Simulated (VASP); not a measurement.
A run of VASP 6.6.1 is set up as follows.

INCAR

```
SYSTEM = GaN
PREC     = Accurate       ! precision mode
ENCUT    = 520            ! plane-wave cutoff, eV
EDIFF    = 1E-6           ! SCF threshold, eV
ISMEAR   = 0              ! smearing method
SIGMA    = 0.02           ! smearing width, eV
LREAL    = .FALSE.        ! projectors in reciprocal space
LASPH    = .TRUE.         ! aspherical terms in the spheres
NELM     = 60             ! most SCF steps
ALGO     = Fast           ! electronic algorithm
ISIF     = 2              ! what is computed and relaxed
LWAVE    = .FALSE.        ! write WAVECAR
LCHARG   = .TRUE.         ! write CHGCAR
GGA      = PE             ! functional
LELF     = .TRUE.         ! ELF
LVHAR    = .TRUE.
```

Contents of KPOINTS:

```
regular mesh
0
G
  4 4 3
  0 0 0
```

Contents of POSCAR:

```
GaN
1.0
    3.1890000000      0.0000000000      0.0000000000
   -1.5945000000      2.7617550127      0.0000000000
    0.0000000000      0.0000000000      5.1850000000
Ga N
2 2
Direct
    0.0000000000      0.0000000000      0.0000000000
    0.3333333333      0.6666666667      0.5000000000
    0.3333333333      0.6666666667      0.1240000000
    0.0000000000      0.0000000000      0.6240000000
```

Potentials or basis: VASP PAW PBE potentials, release 64 (Ga_d, N).

Launch:

```console
$ cat potpaw_PBE.64/Ga_d/POTCAR potpaw_PBE.64/N/POTCAR > POTCAR
$ mpirun -np 1 vasp_std > vasp.out
```

(1) Estimate the band gap on the k mesh.

(2) Estimate the largest force.

Results:

(1) 1.90 eV, direct.

(2) 0.057 eV/Å.

Caveat: the k mesh is coarse (spacing up to 0.57 Å⁻¹), so the values aren't converged.
